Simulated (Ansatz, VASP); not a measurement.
## NaCl: VASP beside Ansatz

```xyz
2
Lattice="2.8600 0.0143 0.0143 0.0143 2.8600 0.0143 0.0143 0.0143 2.8600" Properties=species:S:1:pos:R:3 pbc="T T T"
Na    0.0000    0.0000    0.0000
Cl    1.4443    1.4443    1.4443
```

Change from the starting cell: equal xy, yz and zx shear strains of +1 %, crystal datasets.

Alike in both runs: task electric field gradients; functional PBEsol; k mesh 9 × 9 × 9; occupations fermi-dirac, width 0.03 eV; no spin polarisation.

|  | VASP | Ansatz |
| --- | --- | --- |
| version | VASP 6.6.1 | Ansatz 0.2.0 |
| potentials or method | VASP PAW PBE potentials, release 64 (Na_pv, Cl), cutoff 520 eV | all-electron PAW with datasets made for the crystal, scalar-relativistic |

VASP gave:

```
gap on the k mesh at the Fermi level (eV)                      : 4.55
pressure (GPa)                                                 : 60.1
largest component of the traceless stress (GPa)                : 0.68
Vzz of the field gradient on the site that differs most (V/Å²) : 2.0
```

Question: What did Ansatz give for the same quantities?

Answer: gap on the k mesh at the Fermi level (eV): 4.50; pressure (GPa): 59.5; largest component of the traceless stress (GPa): 0.66; Vzz of the field gradient on the site that differs most (V/Å²): 1.8.

Ansatz ran all-electron here, so the differences hold the error of VASP's frozen core and of both bases.

Caveats: the cell as given lies far from equilibrium; so large a pressure means that the cell lies far from this level's equilibrium, or that cutoff or potentials fall short (VASP); the potentials were made for another functional, which shifts forces and pressure (VASP); an odd mesh through Γ misses points on the zone boundary, where band edges often lie.
